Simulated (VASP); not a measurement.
# Sn2Ge (P4/mmm) in VASP: relaxation of cell and atoms with PBE

Aim: the relaxation of cell and atoms of Sn2Ge with PBE.

Program: VASP 6.6.1. These are calculated values, not measurements. Logs are shortened: lines on timing, memory, paths and dates and some standing lists are left out, and cuts for length are marked.

## 1. The structure

It takes space group P4/mmm (No. 123, tetragonal). Conventional cell: a = 4.092 Å, b = 4.092 Å, c = 9.361 Å, α = 90.00°, β = 90.00°, γ = 90.00°. Around Sn (site symmetry 4mm) lie 4 Ge at 2.89 Å and 1 Sn at 3.16 Å. Sn (site symmetry mmm) is surrounded by 4 Sn at 2.89 Å. Ge (site symmetry 4mm) has 4 Sn at 2.89 Å as nearest neighbours.

The cell was built by a generator and needn't be a form met in nature.

## 2. Relaxation of cell and atoms, PBE

INCAR

```
SYSTEM = Sn2Ge
PREC = Normal
ENCUT = 520
EDIFF = 1E-4
ISMEAR = 0
SIGMA = 0.15
LREAL = .FALSE.
LASPH = .TRUE.
NELM = 60
ALGO = Fast
ISIF = 3
LWAVE = .FALSE.
LCHARG = .FALSE.
GGA = PE
IBRION = 2
NSW = 24
EDIFFG = -0.08
```

KPOINTS

```
regular mesh
0
G
  4 4 2
  0 0 0
```

POSCAR

```
Sn2Ge
1.0
    4.0917988600      0.0000000000      0.0000000000
    0.0000000000      4.0917988600      0.0000000000
    0.0000000000      0.0000000000      9.3608158100
Sn Ge
4 2
Direct
    0.5000000000      0.5000000000      0.6689817200
    0.5000000000      0.5000000000      0.3310182800
    0.5000000000      0.0000000000      0.0000000000
    0.0000000000      0.5000000000      0.0000000000
    0.0000000000      0.0000000000      0.3205500800
    0.0000000000      0.0000000000      0.6794499200
```

Potentials or basis: VASP PAW PBE potentials, release 64 (Sn_d, Ge_d).

Launch:

```bash
$ cat potpaw_PBE.64/Sn_d/POTCAR potpaw_PBE.64/Ge_d/POTCAR > POTCAR
$ mpirun -np 1 vasp_std > vasp.out
```

OUTCAR:

```text
SYSTEM = Sn2Ge
   PREC = Normal
   ENCUT = 520
   EDIFF = 1E-4
   ISMEAR = 0
   LREAL = .FALSE.
   LASPH = .TRUE.
   NELM = 60
   ISIF = 3
   GGA = PE
   IBRION = 2
   NSW = 24
   EDIFFG = -0.08

 ion  position               nearest neighbor table
   1  0.500  0.500  0.669-   6 2.89   6 2.89   6 2.89   6 2.89   2 3.16   4 3.71   4 3.71   3 3.71
                             3 3.71
   2  0.500  0.500  0.331-   5 2.89   5 2.89   5 2.89   5 2.89   1 3.16   4 3.71   4 3.71   3 3.71
                             3 3.71
   3  0.500  0.000  0.000-   4 2.89   4 2.89   4 2.89   4 2.89   2 3.71   2 3.71   1 3.71   1 3.71

   4  0.000  0.500  0.000-   3 2.89   3 2.89   3 2.89   3 2.89   1 3.71   2 3.71   1 3.71   2 3.71

   5  0.000  0.000  0.321-   2 2.89   2 2.89   2 2.89   2 2.89
   6  0.000  0.000  0.679-   1 2.89   1 2.89   1 2.89   1 2.89

  LATTYP: Found a simple tetragonal cell.
 ALAT       =     4.0917988600
 C/A-ratio  =     2.2877018471

  Lattice vectors:

 A1 = (   4.0917988600,   0.0000000000,   0.0000000000)
 A2 = (   0.0000000000,   4.0917988600,   0.0000000000)
 A3 = (   0.0000000000,   0.0000000000,   9.3608158100)

Analysis of symmetry for initial positions (statically):
=====================================================================
 Subroutine PRICEL returns:
 Original cell was already a primitive cell.

 Routine SETGRP: Setting up the symmetry group for a
 simple tetragonal supercell.

 Subroutine GETGRP returns: Found 16 space group operations
 (whereof 16 operations were pure point group operations)
 out of a pool of 16 trial point group operations.

The static configuration has the point symmetry D_4h.

Analysis of symmetry for dynamics (positions and initial velocities):
=====================================================================
 Subroutine PRICEL returns:
 Original cell was already a primitive cell.

 Routine SETGRP: Setting up the symmetry group for a
 simple tetragonal supercell.

 Subroutine GETGRP returns: Found 16 space group operations
 (whereof 16 operations were pure point group operations)
 out of a pool of 16 trial point group operations.

The dynamic configuration has the point symmetry D_4h.

 Subroutine INISYM returns: Found 16 space group operations
 (whereof 16 operations are pure point group operations),
 and found     1 'primitive' translations

----------------------------------------------------------------------------------------

                                     Primitive cell

  volume of cell :     156.7264

  direct lattice vectors                    reciprocal lattice vectors
     4.091798860  0.000000000  0.000000000     0.244391290  0.000000000  0.000000000
     0.000000000  4.091798860  0.000000000     0.000000000  0.244391290  0.000000000
     0.000000000  0.000000000  9.360815810     0.000000000  0.000000000  0.106828296

  length of vectors
     4.091798860  4.091798860  9.360815810     0.244391290  0.244391290  0.106828296

  position of ions in fractional coordinates (direct lattice)
     0.500000000  0.500000000  0.668981720
     0.500000000  0.500000000  0.331018280
     0.500000000  0.000000000  0.000000000
     0.000000000  0.500000000  0.000000000
     0.000000000  0.000000000  0.320550080
     0.000000000  0.000000000  0.679449920

  ion indices of the primitive-cell ions
   primitive index   ion index
                 1           1
                 2           2
                 3           3
                 4           4
                 5           5
                 6           6

----------------------------------------------------------------------------------------

 KPOINTS: regular mesh

Automatic generation of k-mesh.
 Grid dimensions read from file:
 generate k-points for:    4    4    2

 Generating k-lattice:

  Cartesian coordinates                     Fractional coordinates (reciprocal lattice)
     0.061097822  0.000000000  0.000000000     0.250000000  0.000000000  0.000000000
     0.000000000  0.061097822  0.000000000     0.000000000  0.250000000  0.000000000
     0.000000000  0.000000000  0.053414148     0.000000000  0.000000000  0.500000000

  Length of vectors
     0.061097822  0.061097822  0.053414148

  Shift w.r.t. Gamma in fractional coordinates (k-lattice)
     0.000000000  0.000000000  0.000000000

 Subroutine IBZKPT returns following result:
 ===========================================

 Found     12 irreducible k-points:

 Following reciprocal coordinates:
            Coordinates               Weight
  0.000000  0.000000  0.000000      1.000000
  0.250000  0.000000  0.000000      4.000000
  0.500000  0.000000  0.000000      2.000000
  0.250000  0.250000  0.000000      4.000000
  0.500000  0.250000  0.000000      4.000000
  0.500000  0.500000  0.000000      1.000000
  0.000000  0.000000  0.500000      1.000000
  0.250000  0.000000  0.500000      4.000000
  0.500000  0.000000  0.500000      2.000000
  0.250000  0.250000  0.500000      4.000000
  0.500000  0.250000  0.500000      4.000000
  0.500000  0.500000  0.500000      1.000000
   k-points           NKPTS =     12   k-points in BZ     NKDIM =     12   number of bands    NBANDS=     50
   number of dos      NEDOS =    301   number of ions     NIONS =      6
   total plane-waves  NPLWV =  31104
   dimension x,y,z NGX =    24 NGY =   24 NGZ =   54
   dimension x,y,z NGXF=    48 NGYF=   48 NGZF=  108
   ions per type =               4   2
   NGX,Y,Z   is equivalent  to a cutoff of   9.75,  9.75,  9.59 a.u.
   NGXF,Y,Z  is equivalent  to a cutoff of  19.50, 19.50, 19.18 a.u.
 SYSTEM =  Sn2Ge
   PREC   = normal    normal or accurate (medium, high low for compatibility)
   ISTART =      0    job   : 0-new  1-cont  2-samecut
   ICHARG =      2    charge: 1-file 2-atom 10-const
   ISPIN  =      1    spin polarized calculation?
   LNONCOLLINEAR =      F non collinear calculations
   LSORBIT =      F    spin-orbit coupling
   LASPH  =      T    aspherical Exc in radial PAW
   ENCUT  =  520.0 eV  38.22 Ry    6.18 a.u.   7.61  7.61 17.40*2*pi/ulx,y,z
   NELM   =     60;   NELMIN=  2; NELMDL= -5     # of ELM steps
   EDIFF  = 0.1E-03   stopping-criterion for ELM
   LREAL  =      F    real-space projection
   EDIFFG = -.8E-01   stopping-criterion for IOM
   NSW    =     24    number of steps for IOM
   IBRION =      2    ionic relax: 0-MD 1-quasi-New 2-CG
   NFREE  =      1    steps in history (QN), initial steepest desc. (CG)
   ISIF   =      3    stress and relaxation
   ISYM   =      2    0-nonsym 1-usesym 2-fastsym
   POTIM  = 0.5000    time-step for ionic-motion
   TEBEG  =    0.0;   TEEND  =   0.0 temperature during run
   PSTRESS=    0.0 pullay stress
   NELECT =      84.0000    total number of electrons
   NUPDOWN=      -1.0000    fix difference up-down
   EMIN   =  10.00;   EMAX   =-10.00  energy-range for DOS
   EFERMI =   0.00;   METHOD = LEGACY
   ISMEAR =     0;   SIGMA  =   0.15  broadening in eV -4-tet -1-fermi 0-gaus
   EFERMI_NEDOS =   21; number of points for ismear=-14 and -15
   IALGO  =     68    algorithm
   IMIX   =      4    mixing-type and parameters
     AMIX     =   0.40;   BMIX     =  1.00
     AMIX_MAG =   1.60;   BMIX_MAG =  1.00
  volume/ion in A,a.u.               =      26.12       176.27
  Fermi-wavevector in a.u.,A,eV,Ry     =   1.329803  2.512963 24.060202  1.768375
  Thomas-Fermi vector in A             =   2.458937
   LORBIT       =      0    0 simple, 1 ext, 2 COOP (PROOUT), +10 PAW based schemes
   GGA     = PE    functional components
   LHFCALC =     F    Hartree Fock is set to
   AEXX    =    0.0000 exact exchange contribution
   IVDW    =     0    specifies the selected vdW correction
   LEPSILON=     F    determine dielectric tensor
   LRPA    =     F    only Hartree local field effects (RPA)
 conjugate gradient relaxation of ions
 non-spin polarized calculation
 RMM-DIIS sequential band-by-band and
 Gauss-broadening in eV      SIGMA  =   0.15
  energy-cutoff  :      520.00
  volume of cell :      156.73
 maximum number of plane-waves:      4238
   NGX = 15   NGY = 15   NGZ = 35

--------------------------------------- Ionic step        1  -------------------------------------------

 number of electron      83.9999719 magnetization

 Free energy of the ion-electron system (eV)
  ---------------------------------------------------
  ext. energy  EPLUGINS =         0.00000000
  ---------------------------------------------------
  free energy    TOTEN  =       -22.51043025 eV

  energy without entropy =      -22.45275404  energy(sigma->0) =      -22.48159215

------------------------ aborting loop because EDIFF is reached ----------------------------------------

  FORCE on cell =-STRESS in cart. coord.  units (eV):
  Direction    XX          YY          ZZ          XY          YZ          ZX
  --------------------------------------------------------------------------------------
  -------------------------------------------------------------------------------------
  Total        3.2010684      3.2010684     -2.6943145      0.0000000      0.0000000     -0.0000000
  in kB       32.7237661     32.7237661    -27.5433404      0.0000000      0.0000000     -0.0000000
  external PRESSURE =      12.6347306 kB  Pullay stress =       0.0000000 kB
[... 101 lines left out ...]
  FREE ENERGIE OF THE ION-ELECTRON SYSTEM (eV)
  ---------------------------------------------------
  free  energy   TOTEN  =       -22.7592199792 eV

  energy  without entropy=      -22.6981304292  energy(sigma->0) =      -22.72867520

 E-fermi :   6.2069     XC(G=0):  -9.9342

 val. band max:        6.1863328318   @ k =   0.5000   0.0000   0.0000
 cond. band min:       6.2295252248   @ k =   0.2500   0.0000   0.0000
 fundamental gap:      0.0431923930
 Fermi energy:         6.2068561799

 k-point     1 :       0.0000    0.0000    0.0000
  band No.  band energies     occupation
      1     -18.4127      2.00000
      2     -18.3893      2.00000
      3     -18.3893      2.00000
      4     -18.3863      2.00000
      5     -18.3809      2.00000
      6     -18.3809      2.00000
[... 625 lines left out ...]
     49      12.7459      0.00000
     50      12.7887      0.00000

[... ionic steps 4 to 15 ...]

--------------------------------------- Ionic step       16  -------------------------------------------

 number of electron      83.9999669 magnetization

------------------------ aborting loop because EDIFF is reached ----------------------------------------

  FORCE on cell =-STRESS in cart. coord.  units (eV):
  Direction    XX          YY          ZZ          XY          YZ          ZX
  --------------------------------------------------------------------------------------
  -------------------------------------------------------------------------------------
  Total       -0.2973838     -0.2973838     -0.9944216      0.0000000      0.0000000     -0.0000000
  in kB       -3.0464211     -3.0464211    -10.1869266      0.0000000      0.0000000     -0.0000000
  external PRESSURE =      -5.4265896 kB  Pullay stress =       0.0000000 kB
[... 65 lines left out ...]
  energy  without entropy=      -23.0769672975  energy(sigma->0) =      -23.09810767

--------------------------------------- Ionic step       18  -------------------------------------------

 number of electron      83.9999608 magnetization

 Free energy of the ion-electron system (eV)
  ---------------------------------------------------
  ext. energy  EPLUGINS =         0.00000000
  ---------------------------------------------------
  free energy    TOTEN  =       -23.12256420 eV

  energy without entropy =      -23.08027152  energy(sigma->0) =      -23.10141786

 E-fermi :   6.8088     XC(G=0): -10.2500

 val. band max:        6.8021469475   @ k =   0.2500   0.0000   0.0000
 cond. band min:       6.8403135045   @ k =   0.5000   0.0000   0.5000
 fundamental gap:      0.0381665570
 Fermi energy:         6.8087771630

 k-point     1 :       0.0000    0.0000    0.0000
  band No.  band energies     occupation
      1     -17.6661      2.00000
      2     -17.6406      2.00000
      3     -17.6371      2.00000
      4     -17.6345      2.00000
      5     -17.6342      2.00000
      6     -17.6342      2.00000
[... 658 lines left out ...]
  FREE ENERGIE OF THE ION-ELECTRON SYSTEM (eV)
  ---------------------------------------------------
  free  energy   TOTEN  =       -23.1225642021 eV

  energy  without entropy=      -23.0802715155  energy(sigma->0) =      -23.10141786

 reached required accuracy - stopping structural energy minimisation
```

Run time: 11 min. Hardware: 1 thread of AMD EPYC 7R13 (Zen 3), shared host; peak memory 0.2 GiB.

What came out:

```yaml
Free_energy: -23.1226 eV
Relaxed_volume: 26.03 Å³/atom
Relaxed_cell: a = 4.402 Å, b = 4.402 Å, c = 8.060 Å, α = 90.00°, β = 90.00°, γ = 90.00°
Space_group_after_relaxing_to_0.05_Å: P4/mmm (No. 123)
Energy_gained_by_relaxing: 102.0 meV/atom
Ionic_steps: 18
Pressure_after_relaxing: -0.2 GPa
Largest_force_after_relaxing: 0.078 eV/Å
Band_gap_on_the_k_mesh: none (metal or under the smearing width)
```

Forces on the atoms (eV/Å):
```
Sn   0.000  0.000 -0.053
Sn   0.000  0.000  0.053
Sn   0.000  0.000  0.000
Sn   0.000  0.000  0.000
Ge   0.000  0.000  0.078
Ge   0.000  0.000 -0.078
```

The path:
| step | energy change (eV) | largest force (eV/Å) | pressure (GPa) | volume (Å³) |
| --- | --- | --- | --- | --- |
| 1 | 0.0000 | 0.2437 | 1.26 | 156.73 |
| 2 | -0.1648 | 0.0090 | -0.60 | 161.33 |
| 3 | -0.2488 | 0.3170 | -1.80 | 165.27 |
| 4 | -0.1630 | 1.0877 | -3.56 | 172.75 |
| 5 | -0.2660 | 0.4611 | -2.46 | 167.18 |
| 6 | -0.3774 | 0.8324 | -1.82 | 163.13 |
| 7 | -0.3794 | 1.4993 | -0.43 | 158.20 |
| 8 | -0.4009 | 1.1896 | -0.95 | 160.48 |
| 9 | -0.5065 | 0.8339 | 0.33 | 155.86 |
| 10 | -0.5409 | 0.6346 | 0.81 | 153.09 |
| 11 | -0.5317 | 0.1914 | 2.69 | 147.63 |
| 12 | -0.5506 | 0.4853 | 1.69 | 150.67 |
| 13 | -0.6036 | 0.1193 | 0.52 | 154.33 |
| 14 | -0.6077 | 0.1063 | -0.27 | 156.80 |
| 15 | -0.6088 | 0.1392 | 0.12 | 156.08 |
| 16 | -0.6086 | 0.0860 | -0.54 | 156.40 |
| 17 | -0.6088 | 0.1399 | -0.06 | 156.19 |
| 18 | -0.6121 | 0.0776 | -0.22 | 156.21 |

Final structure:
```yaml
crystal:
  lattice:
    - [4.40231, 0.00000, 0.00000]
    - [0.00000, 4.40231, 0.00000]
    - [0.00000, 0.00000, 8.06000]
  atoms:
    - { symbol: Sn, position: [0.50000, 0.50000, 0.68898] }
    - { symbol: Sn, position: [0.50000, 0.50000, 0.31102] }
    - { symbol: Sn, position: [0.50000, 0.00000, 0.00000] }
    - { symbol: Sn, position: [0.00000, 0.50000, 0.00000] }
    - { symbol: Ge, position: [0.00000, 0.00000, 0.32814] }
    - { symbol: Ge, position: [0.00000, 0.00000, 0.67186] }
```

Levels at points of the mesh, in eV from the Fermi level:
```tsv
k point	band 38	band 39	band 40	band 41	band 42	band 43	band 44	band 45	band 46	band 47
(0.00, 0.00, 0.00)	-2.78	-1.07	-1.06	-0.67	-0.67	-0.20	-0.20	0.35	1.63	3.94
(0.50, 0.00, 0.00)	-0.60	-0.57	-0.49	-0.28	0.48	0.66	0.93	1.24	1.65	1.80
(0.50, 0.50, 0.00)	-4.14	-3.51	-3.51	-3.02	-3.02	1.04	2.26	2.76	2.77	2.77
(0.00, 0.00, 0.50)	-2.43	-2.43	-1.81	-1.81	0.97	0.97	0.99	1.41	3.09	3.74
(0.50, 0.00, 0.50)	-2.32	-0.26	-0.12	0.03	0.31	0.42	0.56	0.59	0.69	2.92
(0.50, 0.50, 0.50)	-4.36	-2.94	-2.28	-1.49	-1.49	-1.23	-0.90	0.97	0.97	5.43
```

Caveat: the k mesh is coarse (spacing up to 0.38 Å⁻¹), so the values aren't converged; the relaxation stopped at a loose force limit of 0.08 eV/Å, so its end isn't a converged minimum.
